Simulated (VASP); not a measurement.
# W (Im-3m) in VASP: a series of runs, part 2 of 2

VASP 6.6.1. Earlier steps stand in the parts before.

### Step 4. Relaxation of cell and atoms, LDA

Input file INCAR:

```
PREC = Accurate ; ENCUT = 600
EDIFF = 1E-6 ; ISMEAR = -1
SIGMA = 0.05 ; LREAL = F
LASPH = T ; NELM = 60
ALGO = Fast ; ISIF = 3
LWAVE = F ; LCHARG = F
IBRION = 2 ; NSW = 60
EDIFFG = -0.005
```

Input file KPOINTS:

```
Automatic mesh
0
Gamma
  24 24 24
```

Input file POSCAR:

```
W
1.0
   -1.5823450000      1.5823450000      1.5823450000
    1.5823450000     -1.5823450000      1.5823450000
    1.5823450000      1.5823450000     -1.5823450000
W
1
Direct
    0.0000000000      0.0000000000      0.0000000000
```

Potentials or basis: VASP PAW LDA potentials, release 64 (W_sv).

On the command line:

```bash
cat potpaw_LDA.64/W_sv/POTCAR > POTCAR
mpirun -np 1 vasp_std > vasp.out
```

OUTCAR:

```text
PREC = Accurate
   ENCUT = 600
   EDIFF = 1E-6
   ISMEAR = -1
   LREAL = F
   LASPH = T
   NELM = 60
   ISIF = 3
   IBRION = 2
   NSW = 60
   EDIFFG = -0.005

 ion  position               nearest neighbor table
   1  0.000  0.000  0.000-

  LATTYP: Found a body centered cubic cell.
 ALAT       =     3.1646900000

  Lattice vectors:

 A1 = (  -1.5823450000,   1.5823450000,   1.5823450000)
 A2 = (   1.5823450000,  -1.5823450000,   1.5823450000)
 A3 = (   1.5823450000,   1.5823450000,  -1.5823450000)

Analysis of symmetry for initial positions (statically):
=====================================================================
 Subroutine PRICEL returns:
 Original cell was already a primitive cell.

 Routine SETGRP: Setting up the symmetry group for a
 body centered cubic supercell.

[... 399 lines left out ...]
      3     -25.8400      2.00000
      4     -25.8400      2.00000
      5       1.9832      2.00000
      6      10.3513      2.00000
      7      10.3513      2.00000
      8      10.3513      2.00000
      9      13.8924      0.00000
     10      13.8924      0.00000
     11      26.2768      0.00000
[... 309 lines left out ...]
 k-point    24 :       0.4583    0.0417    0.0000
  band No.  band energies     occupation
      1     -61.9147      2.00000
      2     -27.2379      2.00000
      3     -26.3026      2.00000
      4     -25.8595      2.00000
      5       5.3131      2.00000
      6       7.9810      2.00000
      7      12.2996      0.00002
      8      13.7965      0.00000
      9      14.8996      0.00000
     10      18.0248      0.00000
     11      23.0607      0.00000

 [... further k-points ...]

------------------------ aborting loop because EDIFF is reached ----------------------------------------

  FORCE on cell =-STRESS in cart. coord.  units (eV):
  Direction    XX          YY          ZZ          XY          YZ          ZX
  --------------------------------------------------------------------------------------
  -------------------------------------------------------------------------------------
  Total       -0.0041691     -0.0041691     -0.0041691     -0.0000000     -0.0000000     -0.0000000
  in kB       -0.4310334     -0.4310334     -0.4310334     -0.0000000     -0.0000000     -0.0000000
  external PRESSURE =      -0.4310334 kB  Pullay stress =       0.0000000 kB
[... 16 lines left out ...]
  FREE ENERGIE OF THE ION-ELECTRON SYSTEM (eV)
  ---------------------------------------------------
  free  energy   TOTEN  =       -14.1084131837 eV

  energy  without entropy=      -14.1050092508  energy(sigma->0) =      -14.10671122

 reached required accuracy - stopping structural energy minimisation
```

OSZICAR:

```text
N       E                     dE             d eps       ncg     rms          rms(c)
DAV:   1     0.834122525348E+02    0.83412E+02   -0.85453E+03  9118   0.159E+03
DAV:   2    -0.130268490131E+02   -0.96439E+02   -0.93148E+02  9753   0.359E+02
[... 55 lines left out ...]
   6 F= -.14108404E+02 E0= -.14106700E+02  d E =0.686607E-05
       N       E                     dE             d eps       ncg     rms          rms(c)
DAV:   1    -0.141085183412E+02   -0.11473E-03   -0.24442E-03  9590   0.788E-01    0.138E-01
RMM:   2    -0.141084280131E+02    0.90328E-04   -0.12501E-04  9089   0.128E-01    0.326E-02
RMM:   3    -0.141084126475E+02    0.15366E-04   -0.56866E-05  9100   0.860E-02    0.253E-02
RMM:   4    -0.141084131837E+02   -0.53611E-06   -0.41713E-06  8972   0.277E-02
   7 F= -.14108413E+02 E0= -.14106711E+02  d E =-.273583E-05
```

CONTCAR:

```text
W
   1.00000000000000
    -1.5705881456204587    1.5705881456204587    1.5705881456204587
     1.5705881456204587   -1.5705881456204587    1.5705881456204587
     1.5705881456204587    1.5705881456204587   -1.5705881456204587
  W
     1
Direct
     0.0000000000000000    0.0000000000000000    0.0000000000000000

  0.00000000E+00  0.00000000E+00  0.00000000E+00
```

It took 13 min on 1 thread of AMD EPYC 7R43 (Zen 3), shared host; peak memory 0.17 GiB.

Results:

```
Free energy                            : -14.1084 eV
Relaxed volume                         : 15.50 Å³/atom
Relaxed cell                           : a = 2.720 Å, b = 2.720 Å, c = 2.720 Å, α = 109.47°, β = 109.47°, γ = 109.47°
Space group after relaxing (to 0.05 Å) : Im-3m (No. 229)
Energy gained by relaxing              : 7.9 meV/atom
Ionic steps                            : 7
Pressure after relaxing                : 0.0 GPa
Band gap on the k mesh                 : none (metal or under the smearing width)
```

Step by step:
```csv
step,energy change (eV),largest force (eV/Å),pressure (GPa),volume (Å³)
1,0.0000,0.0000,-7.06,15.85
2,0.1037,0.0000,31.99,14.30
3,-0.0079,0.0000,-0.32,15.51
4,-0.0079,0.0000,-0.09,15.50
5,-0.0079,0.0000,0.10,15.49
6,-0.0079,0.0000,-0.28,15.51
7,-0.0079,0.0000,-0.04,15.50
```

Final structure:
```xyz
1
Lattice="-1.5706 1.5706 1.5706 1.5706 -1.5706 1.5706 1.5706 1.5706 -1.5706" Properties=species:S:1:pos:R:3 pbc="T T T"
W     0.0000    0.0000    0.0000
```

Levels at points of the mesh, in eV from the Fermi level:
| k point | band 4 | band 5 | band 6 | band 7 | band 8 | band 9 | band 10 | band 11 |
| --- | --- | --- | --- | --- | --- | --- | --- | --- |
| (0.00, 0.00, 0.00) | -37.56 | -9.73 | -1.37 | -1.37 | -1.37 | 2.17 | 2.17 | 14.56 |
| (0.50, 0.00, 0.00) | -37.57 | -6.47 | -3.76 | 0.85 | 2.09 | 3.08 | 6.27 | 11.56 |
| (0.50, 0.50, 0.50) | -38.54 | -6.10 | -6.10 | 5.24 | 5.24 | 5.24 | 8.47 | 8.47 |

The run has no spin-orbit coupling, so splittings on W are missing. Zero-point motion and thermal expansion aren't in these numbers.

### Step 5. Relaxation of cell and atoms, PBEsol

Input file INCAR:

```
SYSTEM = W
PREC     = Accurate       ! precision mode
ENCUT    = 600            ! plane-wave cutoff, eV
EDIFF    = 1E-6           ! SCF threshold, eV
ISMEAR   = -1             ! smearing method
SIGMA    = 0.05           ! smearing width, eV
LREAL    = .False.        ! projectors in reciprocal space
LASPH    = .True.         ! aspherical terms in the spheres
NELM     = 60             ! most SCF steps
ALGO     = Normal         ! electronic algorithm
ISIF     = 3              ! what is computed and relaxed
LWAVE    = .False.        ! write WAVECAR
LCHARG   = .False.        ! write CHGCAR
GGA      = PS             ! functional
IBRION   = 2              ! ionic algorithm
NSW      = 40             ! ionic steps
EDIFFG   = -0.01          ! ionic threshold
```

Input file KPOINTS:

```
Automatic mesh
0
Gamma
  24 24 24
  0 0 0
```

POSCAR is that of step 4.

Potentials or basis: VASP PAW PBE potentials, release 64 (W_sv).

On the command line:

```bash
cat potpaw_PBE.64/W_sv/POTCAR > POTCAR
mpirun -np 1 vasp_std > vasp.out
```

OUTCAR:

```text
SYSTEM = W
   PREC = Accurate
   ENCUT = 600
   EDIFF = 1E-6
   ISMEAR = -1
   LREAL = .False.
   LASPH = .True.
   NELM = 60
   ISIF = 3
   GGA = PS
   IBRION = 2
   NSW = 40
   EDIFFG = -0.01

 ion  position               nearest neighbor table
   1  0.000  0.000  0.000-

  LATTYP: Found a body centered cubic cell.
 ALAT       =     3.1646900000

  Lattice vectors:

 A1 = (  -1.5823450000,   1.5823450000,   1.5823450000)
 A2 = (   1.5823450000,  -1.5823450000,   1.5823450000)
 A3 = (   1.5823450000,   1.5823450000,  -1.5823450000)

Analysis of symmetry for initial positions (statically):
=====================================================================
 Subroutine PRICEL returns:
 Original cell was already a primitive cell.

 Routine SETGRP: Setting up the symmetry group for a
 body centered cubic supercell.

 Subroutine GETGRP returns: Found 48 space group operations
 (whereof 48 operations were pure point group operations)
 out of a pool of 48 trial point group operations.

The static configuration has the point symmetry O_h .

Analysis of symmetry for dynamics (positions and initial velocities):
[... 228 lines left out ...]

 number of electron      14.0000001 magnetization

 Free energy of the ion-electron system (eV)
  ---------------------------------------------------
  ext. energy  EPLUGINS =         0.00000000
  ---------------------------------------------------
  free energy    TOTEN  =       -13.80826607 eV

  energy without entropy =      -13.80493234  energy(sigma->0) =      -13.80659920

 E-fermi :  11.4317     XC(G=0): -13.8065

 val. band max:       11.4289137437   @ k =   0.1667   0.0000   0.0000
 cond. band min:      11.4340857685   @ k =  -0.2917   0.3333   0.1667
 fundamental gap:      0.0051720248
 Fermi energy:        11.4316676311

 k-point     1 :       0.0000    0.0000    0.0000
  band No.  band energies     occupation
      1     -62.7468      2.00000
      2     -26.2923      2.00000
      3     -26.2923      2.00000
      4     -26.2923      2.00000
      5       1.6935      2.00000
      6      10.1412      2.00000
      7      10.1412      2.00000
      8      10.1412      2.00000
      9      13.6448      0.00000
     10      13.6448      0.00000
     11      25.9510      0.00000
[... 309 lines left out ...]
 k-point    24 :       0.4583    0.0417    0.0000
  band No.  band energies     occupation
      1     -62.6071      2.00000
      2     -27.6084      2.00000
      3     -26.7288      2.00000
      4     -26.3100      2.00000
      5       5.1136      2.00000
      6       7.8015      2.00000
      7      11.8674      0.00033
      8      13.5322      0.00000
      9      14.6241      0.00000
     10      17.6592      0.00000
     11      22.5481      0.00000

 [... further k-points ...]

------------------------ aborting loop because EDIFF is reached ----------------------------------------

  FORCE on cell =-STRESS in cart. coord.  units (eV):
  Direction    XX          YY          ZZ          XY          YZ          ZX
  --------------------------------------------------------------------------------------
  -------------------------------------------------------------------------------------
  Total        0.0002291      0.0002291      0.0002291     -0.0000000      0.0000000     -0.0000000
  in kB        0.0233383      0.0233383      0.0233383     -0.0000000      0.0000000     -0.0000000
  external PRESSURE =       0.0233383 kB  Pullay stress =       0.0000000 kB
[... 16 lines left out ...]
  FREE ENERGIE OF THE ION-ELECTRON SYSTEM (eV)
  ---------------------------------------------------
  free  energy   TOTEN  =       -13.8082660679 eV

  energy  without entropy=      -13.8049323353  energy(sigma->0) =      -13.80659920

 reached required accuracy - stopping structural energy minimisation
```

Wall time 42 s (1 thread of Intel Xeon 6975P-C (Granite Rapids), shared host); peak memory 0.22 GiB.

What came out:

```
Free energy                            : -13.8083 eV
Relaxed volume                         : 15.73 Å³/atom
Relaxed cell                           : a = 2.734 Å, b = 2.734 Å, c = 2.734 Å, α = 109.47°, β = 109.47°, γ = 109.47°
Space group after relaxing (to 0.05 Å) : Im-3m (No. 229)
Energy gained by relaxing              : 1.0 meV/atom
Ionic steps                            : 3
Pressure after relaxing                : 0.0 GPa
Band gap on the k mesh                 : none (metal or under the smearing width)
```

Step by step:
```csv
step,energy change (eV),largest force (eV/Å),pressure (GPa),volume (Å³)
1,0.0000,0.0000,-2.50,15.85
2,0.0120,0.0000,9.72,15.29
3,-0.0010,0.0000,0.00,15.73
```

Final structure:
```
W
1.0
    -1.57826    1.57826    1.57826
     1.57826   -1.57826    1.57826
     1.57826    1.57826   -1.57826
W
1
Cartesian
  0.0000 0.0000 0.0000
```

Levels at points of the mesh, in eV from the Fermi level:
```
           k point  band 4  band 5  band 6  band 7  band 8  band 9  band 10  band 11
(0.00, 0.00, 0.00)  -37.72   -9.74   -1.29   -1.29   -1.29    2.21     2.21    14.52
(0.50, 0.00, 0.00)  -37.73   -6.38   -3.66    0.68    2.12    3.10     6.20    11.16
(0.50, 0.50, 0.50)  -38.65   -5.96   -5.96    5.19    5.19    5.19     8.28     8.28
```

Caveat: the PAW data sets were made with another functional, which shifts forces and pressure a little.

### Step 6. Overview

```csv
level,potentials or basis,gap on the mesh (eV),pressure (GPa),relaxed volume (Å³/atom)
PBE,"VASP PAW PBE potentials, release 64 (W_sv)",none,0.0,16.16
r2SCAN,"VASP PAW PBE potentials, release 64 (W_sv)",none,0.0,15.97
LDA,"VASP PAW LDA potentials, release 64 (W_sv)",none,0.0,15.50
PBEsol,"VASP PAW PBE potentials, release 64 (W_sv)",none,0.0,15.73
```

Alike in all rows: task relaxation of cell and atoms; no spin polarisation; cell relaxed; k mesh 24 × 24 × 24; cutoff (eV) 600; smearing fermi-dirac 0.05 eV.

Caveats: the PAW data sets were made with another functional, which shifts forces and pressure a little (some runs).

Absolute energies hang on the potentials; compare differences alone.
